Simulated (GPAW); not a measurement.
# GaP (F-43m) in GPAW: settings compared, part 2 of 2

GPAW 26.7.0.

## (4) Relaxation of cell and atoms, PBE

Contents of run.py:

```python
from ase.filters import FrechetCellFilter
from ase.io import read, write
from ase.optimize import BFGS
from gpaw import GPAW, PW

atoms = read('GaP.xyz')

calc = GPAW(mode=PW(600),
            xc='PBE',
            kpts={'size': (8, 8, 8), 'gamma': True},
            occupations={'name': 'fermi-dirac', 'width': 0.05},
            nbands=11,
            convergence={'density': 1e-05, 'forces': 0.0001},
            maxiter=150,
            txt='gpaw.txt')
atoms.calc = calc
opt = BFGS(FrechetCellFilter(atoms), trajectory='relax.traj', logfile='-')
done = opt.run(fmax=0.02, steps=60)
calc.write('gs.gpw')
write('result.traj', atoms)
print('Converged:', done)
print('Cell:', atoms.cell.cellpar().round(4))
print('Volume:', round(atoms.get_volume(), 4))
print(atoms.get_scaled_positions().round(5))
```

Contents of GaP.xyz:

```xyz
2
Lattice="0.0000000000 2.7252500000 2.7252500000 2.7252500000 0.0000000000 2.7252500000 2.7252500000 2.7252500000 0.0000000000" Properties=species:S:1:pos:R:3 pbc="T T T"
Ga     0.0000000000      0.0000000000      0.0000000000
P      4.0878750000      4.0878750000      4.0878750000
```

Potentials or basis: GPAW PAW data sets (gpaw-data 1.2.1), pw.

Started as:

```sh
OMP_NUM_THREADS=1 python run.py
```

gpaw.txt:

```text
__  _  _
 | _ |_)|_||  |
 |__||  | ||/\| - 26.7.0

Input parameters:
  mode=PW(ecut=600.0),
  convergence={'density': 1e-05, 'forces': 0.0001},
  kpts=MonkhorstPack(size=(8, 8, 8), gamma=True),
  maxiter=150,
  nbands=11,
  occupations=Occupations(name='fermi-dirac', width=0.05),
  xc=XC(name='PBE')

Diagonalizing LCAO Hamiltonian
Converting LCAO to pw mode

                    P

       Ga

Atoms  # Å, Bohr magnetons
|   | symbol |        x |        y |        z |    initial magnetic moments |
|---|--------|----------|----------|----------|-----------------------------|
| 0 |     Ga | 0.000000 | 0.000000 | 0.000000 | ( 0.0000,  0.0000,  0.0000) |
| 1 |      P | 4.087875 | 4.087875 | 4.087875 | ( 0.0000,  0.0000,  0.0000) |

Unit cell  # Å
| periodic |        x |        y |        z |  lengths |    angles |
|----------|----------|----------|----------|----------|-----------|
|      yes | 0.000000 | 2.725250 | 2.725250 | 3.854086 | 60.000000 |
|      yes | 2.725250 | 0.000000 | 2.725250 | 3.854086 | 60.000000 |
|      yes | 2.725250 | 2.725250 | 0.000000 | 3.854086 | 60.000000 |

Number of symmetries: 24
Symmetry operations  # r_c * U_cc + t_c -> r_c
|    | kind |            matrix            |
|----|------|------------------------------|
|  0 |  E   |  1, 0, 0,  0, 1, 0,  0, 0, 1 |
|  1 |  σ   |  1, 0, 0,  0, 0, 1,  0, 1, 0 |
|  2 |  σ   |  1, 0,-1,  0, 1,-1,  0, 0,-1 |
|  3 |  C3  |  1, 0,-1,  0, 0,-1,  0, 1,-1 |
|  4 |  C3  |  1,-1, 0,  0,-1, 1,  0,-1, 0 |
|  5 |  σ   |  1,-1, 0,  0,-1, 0,  0,-1, 1 |
|  6 |  σ   |  0, 1, 0,  1, 0, 0,  0, 0, 1 |
|  7 |  C3  |  0, 1, 0,  0, 0, 1,  1, 0, 0 |
|  8 |  C2  |  0, 1,-1,  1, 0,-1,  0, 0,-1 |
[... 195 lines left out ...]
Gap: 1.668 eV
Transition (v -> c):
  (s=0, k=0, n=3, [0.00, 0.00, 0.00]) -> (s=0, k=24, n=4, [0.50, 0.50, 0.00])
Direct/indirect transitions are different
Direct gap: 1.895 eV
Transition at: (s=0, k=0, n=3, [0.00, 0.00, 0.00])

Stress tensor  # eV/Ang^3
|         x |         y |         z |
|-----------|-----------|-----------|
| -0.028378 |  0.000000 | -0.000000 |
|  0.000000 | -0.028378 | -0.000000 |
| -0.000000 | -0.000000 | -0.028378 |
[... 11 lines left out ...]
       Ga

[... 267 lines left out ...]
|  4 |  C3  |  1,-1, 0,  0,-1, 1,  0,-1, 0 |
|  5 |  σ   |  1,-1, 0,  0,-1, 0,  0,-1, 1 |
|  6 |  σ   |  0, 1, 0,  1, 0, 0,  0, 0, 1 |
|  7 |  C3  |  0, 1, 0,  0, 0, 1,  1, 0, 0 |
|  8 |  C2  |  0, 1,-1,  1, 0,-1,  0, 0,-1 |
[... 148 lines left out ...]
SCF iterations
|iter     | |      energy | eigst |  dens |force |
|---------|-|-------------|-------|-------|------|
|iter:   1| |   -9.086404 | -1.59 |       |      |
|iter:   2| |   -9.083712 | -4.16 | -1.53 |      |
|iter:   3| |   -9.067249 | -3.12 | -1.57 |      |
|iter:   4| |   -9.066453 | -4.35 | -2.31 |      |
|iter:   5| |   -9.066400c| -5.43 | -2.77 |      |
|iter:   6| |   -9.066399c| -6.10 | -3.24 |      |
|iter:   7| |   -9.066399c| -7.99c| -4.28 |      |
|iter:   8| |   -9.066399c| -8.06c| -4.72 |      |
|iter:   9| |   -9.066399c| -9.30c| -5.75c|      |
|iter:  10| |   -9.066399c|-10.14c| -6.27c|-15.91c|

Converged in 10 steps
Energy contributions relative to reference atoms: (reference = -62187.585188)

Energy contributions:
  Kinetic:          18.518009
  Coulomb:         -16.528624
  Zero:              0.013651
  External:          0.000000
  Xc:              -11.069435
  Entropy:          -0.000000
  Spinorbit:         0.000000
  ----------------------------
  Free energy:      -9.066399
  Extrapolated:     -9.066399
[... 19 lines left out ...]
Gap: 1.490 eV
Transition (v -> c):
  (s=0, k=0, n=3, [0.00, 0.00, 0.00]) -> (s=0, k=0, n=4, [0.00, 0.00, 0.00])
No difference between direct/indirect transitions

Stress tensor  # eV/Ang^3
|         x |         y |         z |
|-----------|-----------|-----------|
| -0.001218 | -0.000000 | -0.000000 |
| -0.000000 | -0.001218 |  0.000000 |
| -0.000000 |  0.000000 | -0.001218 |
[... 11 lines left out ...]
       Ga

Atoms  # Å, Bohr magnetons
|   | symbol |        x |         y |        z |    initial magnetic moments |
|---|--------|----------|-----------|----------|-----------------------------|
| 0 |     Ga | 0.000000 | -0.000000 | 0.000000 | ( 0.0000,  0.0000,  0.0000) |
| 1 |      P | 4.157869 |  4.157869 | 4.157869 | ( 0.0000,  0.0000,  0.0000) |

Unit cell  # Å
| periodic |         x |         y |        z |  lengths |    angles |
|----------|-----------|-----------|----------|----------|-----------|
|      yes | -0.000000 |  2.771913 | 2.771913 | 3.920077 | 60.000000 |
|      yes |  2.771913 | -0.000000 | 2.771913 | 3.920077 | 60.000000 |
|      yes |  2.771913 |  2.771913 | 0.000000 | 3.920077 | 60.000000 |

Number of symmetries: 24
Symmetry operations  # r_c * U_cc + t_c -> r_c
|    | kind |            matrix            |
|----|------|------------------------------|
|  0 |  E   |  1, 0, 0,  0, 1, 0,  0, 0, 1 |
|  1 |  σ   |  1, 0, 0,  0, 0, 1,  0, 1, 0 |
|  2 |  σ   |  1, 0,-1,  0, 1,-1,  0, 0,-1 |
|  3 |  C3  |  1, 0,-1,  0, 0,-1,  0, 1,-1 |
|  4 |  C3  |  1,-1, 0,  0,-1, 1,  0,-1, 0 |
|  5 |  σ   |  1,-1, 0,  0,-1, 0,  0,-1, 1 |
|  6 |  σ   |  0, 1, 0,  1, 0, 0,  0, 0, 1 |
|  7 |  C3  |  0, 1, 0,  0, 0, 1,  1, 0, 0 |
|  8 |  C2  |  0, 1,-1,  1, 0,-1,  0, 0,-1 |
[... 193 lines left out ...]
Gap: 1.470 eV
Transition (v -> c):
  (s=0, k=0, n=3, [0.00, 0.00, 0.00]) -> (s=0, k=0, n=4, [0.00, 0.00, 0.00])
No difference between direct/indirect transitions

Stress tensor  # eV/Ang^3
|         x |         y |         z |
|-----------|-----------|-----------|
| -0.000061 |  0.000000 |  0.000000 |
|  0.000000 | -0.000061 | -0.000000 |
|  0.000000 | -0.000000 | -0.000061 |

Forces  # eV/Ang
|        x |        y |        z |
|----------|----------|----------|
|  0.00000 | -0.00000 | -0.00000 |  # Ga   0
| -0.00000 | -0.00000 | -0.00000 |  # P    1

# Writing to gs.gpw (mode='')
```

stdout:

```text
Step          Energy          fmax
BFGS:    0       -9.037562        0.574386
BFGS:    1       -9.049959        0.428926
BFGS:    2       -9.066399        0.025878
BFGS:    3       -9.066471        0.001299
Converged: True
Cell: [ 3.9201  3.9201  3.9201 60.     60.     60.    ]
Volume: 42.596
[[0.   0.   0.  ]
 [0.75 0.75 0.75]]
```

It took 38 s on 1 thread of Arm Neoverse V1, shared host; peak memory 0.18 GiB.

What came out:

```
Free energy                            : -9.0665 eV
Relaxed volume                         : 21.30 Å³/atom
Relaxed cell                           : a = 3.920 Å, b = 3.920 Å, c = 3.920 Å, α = 60.00°, β = 60.00°, γ = 60.00°
Space group after relaxing (to 0.05 Å) : F-43m (No. 216)
Energy gained by relaxing              : 14.5 meV/atom
Ionic steps                            : 4
Pressure after relaxing                : 0.0 GPa
Band gap on the k mesh                 : 1.47 eV, direct
```

Step by step:
| step | energy change (eV) | largest force (eV/Å) | pressure (GPa) | volume (Å³) |
| --- | --- | --- | --- | --- |
| 1 | 0.0000 | 0.0000 | 4.55 | 40.48 |
| 2 | -0.0124 | 0.0000 | 3.35 | 40.98 |
| 3 | -0.0288 | 0.0000 | 0.20 | 42.50 |
| 4 | -0.0289 | 0.0000 | 0.01 | 42.60 |

Final structure:
```
Ga P
1.0
     0.00000    2.77191    2.77191
     2.77191    0.00000    2.77191
     2.77191    2.77191    0.00000
Ga P
1 1
Direct
  0.00000 0.00000 0.00000
  0.75000 0.75000 0.75000
```

Levels at points of the mesh, in eV from the valence-band top:
| k point | band 1 | band 2 | band 3 | band 4 | band 5 | band 6 | band 7 |
| --- | --- | --- | --- | --- | --- | --- | --- |
| (0.00, 0.00, 0.00) | -12.09 | 0.00 | 0.00 | 0.00 | 1.47 | 3.93 | 3.93 |
| (0.50, 0.50, 0.00) | -9.50 | -6.49 | -2.49 | -2.49 | 1.77 | 1.89 | 10.25 |
| (0.50, 0.50, 0.50) | -10.31 | -6.32 | -1.04 | -1.04 | 1.56 | 4.76 | 4.76 |

Caveat: the data sets keep Ga 3d, Li 1s and Be 1s frozen, and some such compounds lay over 1.5 % in volume off other programs; later steps reuse the first step's grids.

## (5) Relaxation of cell and atoms, PBEsol

Edit run.py of step 4 so:

```diff
@@ -1,10 +1,19 @@
+from ase import Atoms
 from ase.filters import FrechetCellFilter
-from ase.io import read, write
+from ase.io import write
 from ase.optimize import BFGS
-from gpaw import GPAW, PW
+from gpaw import GPAW, PW, setup_paths
 
-atoms = read('GaP.xyz')
+setup_paths.insert(0, '.')
+
+atoms = Atoms(['Ga', 'P'],
+              cell=[[0.0, 2.72525, 2.72525],
+                    [2.72525, 0.0, 2.72525],
+                    [2.72525, 2.72525, 0.0]],
+              scaled_positions=[[0.0, 0.0, 0.0],
+                                [0.75, 0.75, 0.75]],
+              pbc=True)
 
 calc = GPAW(mode=PW(600),
-            xc='PBE',
+            xc='PBEsol',
             kpts={'size': (8, 8, 8), 'gamma': True},
```

Potentials or basis: PAW data sets generated in the run's folder for this functional, pw.

Started as:

```sh
gpaw-setup -f PBEsol Ga P
OMP_NUM_THREADS=1 python run.py
```

Wall time 31 s (1 thread of Arm Neoverse V1, shared host); peak memory 0.17 GiB.

It converged, with:

```yaml
Free_energy: -9.8278 eV
Relaxed_volume: 20.58 Å³/atom
Relaxed_cell: a = 3.876 Å, b = 3.876 Å, c = 3.876 Å, α = 60.00°, β = 60.00°, γ = 60.00°
Space_group_after_relaxing_to_0.05_Å: F-43m (No. 216)
Energy_gained_by_relaxing: 1.7 meV/atom
Ionic_steps: 3
Pressure_after_relaxing: 0.0 GPa
Band_gap_on_the_k_mesh: 1.56 eV, indirect (least direct gap 1.67 eV)
```

The path:
| step | energy change (eV) | largest force (eV/Å) | pressure (GPa) | volume (Å³) |
| --- | --- | --- | --- | --- |
| 1 | 0.0000 | 0.0000 | 1.54 | 40.48 |
| 2 | -0.0014 | 0.0000 | 1.15 | 40.65 |
| 3 | -0.0034 | 0.0000 | 0.02 | 41.16 |

Final structure:
```
Ga P
1.0
     0.00000    2.74050    2.74050
     2.74050    0.00000    2.74050
     2.74050    2.74050    0.00000
Ga P
1 1
Direct
  0.00000 0.00000 0.00000
  0.75000 0.75000 0.75000
```

Levels at points of the mesh, in eV from the valence-band top:
| k point | band 2 | band 3 | band 4 | band 5 | band 6 | band 7 |
| --- | --- | --- | --- | --- | --- | --- |
| (0.00, 0.00, 0.00) | 0.00 | 0.00 | 0.00 | 1.67 | 3.87 | 3.87 |
| (0.50, 0.50, 0.00) | -6.69 | -2.64 | -2.64 | 1.56 | 1.76 | 10.45 |
| (0.50, 0.50, 0.50) | -6.56 | -1.10 | -1.10 | 1.58 | 4.68 | 4.68 |

Caveat: the data sets keep Ga 3d, Li 1s and Be 1s frozen, and some such compounds lay over 1.5 % in volume off other programs; later steps reuse the first step's grids.

## (6) Summary

```tsv
task	level	potentials or basis	cell	gap on the mesh (eV)	pressure (GPa)	relaxed volume (Å³/atom)
relaxation of the atoms	PBE	GPAW PAW data sets (gpaw-data 1.2.1), pw	atoms relaxed from: strain = -0.01	1.56	-	-
relaxation of cell and atoms	LDA	the program's PAW data sets (release 1.2.1) made for this functional, pw	relaxed	1.50	0.0	20.07
relaxation of cell and atoms	PBE	GPAW PAW data sets (gpaw-data 1.2.1), pw	relaxed	1.47	0.0	21.30
relaxation of cell and atoms	PBEsol	PAW data sets generated in the run's folder for this functional, pw	relaxed	1.56	0.0	20.58
```

Alike in all rows: no spin polarisation; k mesh 8 × 8 × 8; cutoff (eV) 600; smearing fermi-dirac 0.05 eV.

Caveats: the data sets keep Ga 3d, Li 1s and Be 1s frozen, and some such compounds lay over 1.5 % in volume off other programs; later steps reuse the first step's grids; the density grid can change from cell to cell, which puts small steps into energies and stress (some runs); the relaxation stopped at its first step, so nothing moved (some runs).

Total energies depend on the potentials used, so only differences within one code and one set of settings carry meaning.
